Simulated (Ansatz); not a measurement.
Consider RuO2 in the rutile structure (space group P4_2/mnm, No. 136; a = 4.523 Å, c = 3.119 Å).

Calculations: Ansatz (an electronic-structure program) PBE, no spin-orbit coupling.

For the base:

| Quantity | Value |
|---|---|
| Pressure | 0.0 GPa |
| Band gap | zero |

Now apply this change: an isotropic linear strain of −1.91 %; the atoms relax in the strained cell.

**Question.** Predict the new energy relative to the base, pressure and band gap.

**Answer.** The energy increases by 31 meV/atom; the pressure (mean of the normal stresses, compression positive) goes from zero to 17.3 GPa; the band gap is still zero.

No phonon test of stability was made. No Hubbard U is applied, and correlation can decide whether such a compound is a metal. The final runs are not spin-polarised.
